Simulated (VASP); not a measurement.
## NiO: relaxation of cell and atoms with PBE

The system is NiO.

```
Ni O
1.0
     0.00000    2.08590    2.08590
     2.08590    0.00000    2.08590
     2.08590    2.08590    0.00000
Ni O
1 1
Direct
  0.00000 0.00000 0.00000
  0.50000 0.50000 0.50000
```

```
Program                : VASP 6.6.1
Task                   : relaxation of cell and atoms
Functional             : PBE
Potentials or basis    : VASP PAW PBE potentials, release 64 (Ni_GW, O_GW)
Cutoff                 : 630 eV
k mesh                 : 11 × 11 × 11
Occupations            : fermi-dirac, width 0.05 eV
Spin                   : collinear spin, ferromagnetic start
Starting moments       : [1.0, 0.0] μB
Further INCAR settings : ALGO = Normal; EDIFF = 1e-07; IBRION = 2; EDIFFG = -0.01; NSW = 60; ISIF = 3
```

- Relaxed volume: 9.33 Å³/atom
- Relaxed cell: a = 2.977 Å, b = 2.977 Å, c = 2.977 Å, α = 60.00°, β = 60.00°, γ = 60.00°
- Space group after relaxing (to 0.05 Å): Fm-3m (No. 225)
- Energy gained by relaxing: 3.6 meV/atom
- Ionic steps: 3
- Pressure after relaxing: 0.0 GPa
- Band gap on the k mesh: none (metal or under the smearing width)
- Net moment: 1.78 μB per cell
- Site moments: Ni +1.45; O +0.28 μB
- Valence electrons inside the program's atomic spheres: Ni 8.88; O 4.90

The path:
| step | energy change (eV) | largest force (eV/Å) | pressure (GPa) | volume (Å³) |
| --- | --- | --- | --- | --- |
| 1 | 0.0000 | 0.0000 | 4.72 | 18.15 |
| 2 | -0.0060 | 0.0000 | -1.84 | 18.86 |
| 3 | -0.0073 | 0.0000 | 0.01 | 18.65 |

Final structure:
```
CELL_PARAMETERS angstrom
0.00000 2.10491 2.10491
2.10491 0.00000 2.10491
2.10491 2.10491 0.00000
ATOMIC_POSITIONS crystal
Ni 0.00000 0.00000 0.00000
O 0.50000 0.50000 0.50000
```

Levels at points of the mesh, in eV from the Fermi level:
Spin up:
```
           k point  band 5  band 6  band 7  band 8  band 9  band 10  band 11  band 12  band 13
(0.00, 0.00, 0.00)   -2.88   -2.88   -2.59   -2.59   -2.59     1.41    17.75    18.69    18.69
```
Spin down:
```csv
k point,band 3,band 4,band 5,band 6,band 7,band 8,band 9,band 10,band 11,band 12
"(0.00, 0.00, 0.00)",-2.38,-2.38,-1.77,-1.77,-1.77,-0.52,-0.52,1.76,17.69,18.91
```

It took 39 s on 1 thread of Intel(R) Xeon(R) 6975P-C (Granite Rapids), with other jobs on the host, peak memory 0.18 GiB.

Caveat: a cell with one magnetic atom can't hold antiferromagnetic order, which such compounds often take; semilocal functionals often make such compounds metallic where correlation or magnetic order opens a gap, which also shifts bond lengths. Zero-point motion and thermal expansion aren't in these numbers.
